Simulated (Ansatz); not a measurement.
BN: where the heat goes in a short trajectory

Method: DFT PBE, scalar-relativistic, plane waves, PAW (Ansatz 0.2.0). Cutoff 420 eV, shifted (0.5, 0.5, 0.5 steps) 2×2×2 k-points, Fermi–Dirac smearing of 0.039 eV. The mesh is coarse. No spin polarisation.

16 atoms start on the lattice sites below (V = 96.5 Å³, 1.01 times the source cell's; static pressure -3.84 GPa, largest force component 0.07 eV/Å) with velocities drawn for 450 K; Langevin thermostat aiming at the same temperature, fixed cell, 69 steps of 0.75 fs.

```
B N
1.0
    -1.28121   -2.21912    4.24090
    -1.28121   -2.21912   -4.24090
     5.12485    0.00000    0.00000
B N
8 8
Direct
  0.83320 0.83347 0.16667
  0.83320 0.83347 0.66667
  0.33320 0.33347 0.16667
  0.33320 0.33347 0.66667
  0.41653 0.91680 0.83333
  0.41653 0.91680 0.33333
  0.91653 0.41680 0.83333
  0.91653 0.41680 0.33333
  0.64597 0.02070 0.16667
  0.64597 0.02070 0.66667
  0.14597 0.52070 0.16667
  0.14597 0.52070 0.66667
  0.22930 0.10403 0.83333
  0.22930 0.10403 0.33333
  0.72930 0.60403 0.83333
  0.72930 0.60403 0.33333
```

```csv
t (fs),T (K),kinetic energy (meV/atom),potential energy over the first frame (meV/atom),P with the kinetic part (GPa)
0.0,422,54.5,0.0,-2.87
3.8,265,34.2,17.4,-2.55
7.5,148,19.1,43.5,-1.96
11.2,172,22.2,50.1,-2.01
15.0,305,39.4,39.6,-2.30
18.8,323,41.7,37.5,-2.09
22.5,327,42.2,40.2,-1.59
26.2,306,39.6,43.0,-1.15
30.0,286,36.9,41.4,-1.17
33.8,341,44.1,40.1,-1.15
37.5,336,43.4,39.8,-1.47
41.2,334,43.1,38.8,-1.81
45.0,387,50.0,38.8,-1.84
48.8,350,45.3,49.3,-1.58
```

T counts 3N degrees of freedom. Means over every step of the second half, not only the rows shown: T = 338 K, kinetic energy 43.6 meV/atom, potential energy 42.3 meV/atom, P = -1.47 GPa.

Task: Does the potential energy follow equipartition for harmonic vibrations?

Result: In a harmonic crystal each vibration holds as much potential as kinetic energy on average; T is counted on all 3N degrees of freedom here, and the thermostat also drives the centre of mass, which has no potential energy, so the share is (N − 1)/N of the kinetic energy, 40.9 meV/atom. The run has 42.3, a ratio of 1.03. That is near one, as for a crystal vibrating about its sites. So short a run gives a rough mean. T is still well under the temperature that the thermostat aims for.

Task: Split the rise of pressure into the kinetic part and the rest. Can a thermal Grüneisen parameter be estimated?

Result: The program counts the kinetic part as N k_B T/V = 0.77 GPa. The pressure lies 2.37 GPa over the static one in all, so the forces add 1.59 GPa. For a harmonic mode with ω ∝ V^(−γ) and an amplitude that scales with the cell, the forces add (2γ − 2/3)U/V, which needs no equipartition; when U equals the kinetic energy K, this and the kinetic part 2K/(3V) sum to the Mie–Grüneisen γE_th/V. With U = N × 42.3 meV, γ = 1/3 + V ΔP_forces/(2U) = 1.04, for harmonic vibrations a mean over the modes weighted by their potential energy, for uniform scaling of the cell (in a layered or otherwise anisotropic crystal this differs from γ under hydrostatic pressure). Most solids fall between 1 and 3, and tetrahedral, framework and layered ones often lower; anharmonic motion and pressure swings in a cell of 16 atoms make this value uncertain by tenths or more.